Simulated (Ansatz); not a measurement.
MnSb, DFT, PBE, all-electron LAPW, scalar-relativistic (Ansatz 0.2.0), run on 1 thread of Arm Neoverse V2 on a shared host.

The cell was built from the rocksalt type and relaxed in the same program; it needn't be a known or the stable phase. The listed cell was then made from it by scaling, straining or moving an atom.

Command: `ansatz run input.yaml --threads 1 --pin off --max-ram 3072MiB --backend cpu --events-out ev --progress --plain --runs-dir out`

```yaml
crystal:
  lattice:
    - [0.0, 2.8042671959, 2.8042671959]
    - [2.8042671959, 0.0, 2.8042671959]
    - [2.8042671959, 2.8042671959, 0.0]
  atoms:
    - { symbol: Mn, position: [0.0, 0.0, 0.0], spin: 4.0 }
    - { symbol: Sb, position: [0.5, 0.5, 0.5] }
magnetization:
  spin_polarized: true
kpoints:
  mp_grid: { grid: [11, 11, 11] }
scf:
  occupations: { method: fermi_dirac, width: 0.03 }
hamiltonian:
  xc: pbe
  pseudopotentials: { kind: all_electron, lapw: { basis_error: 0.001 } }
output:
  forces: true
  stress: true
  eigenvalues: true
```

Question: How large is the problem that the program sets up?

Answer: 56 irreducible k-points, 339 plane waves at Γ, 26 bands.

Question: About how long does it take?

Answer: 37 s of wall time for 12 SCF iterations. Times on shared machines scatter by tens of per cent.

Question: And the same cell and mesh by frozen-core PAW, asked for forces, stress, eigenvalues, efg, on the same hardware?

Answer: 9.5 s.
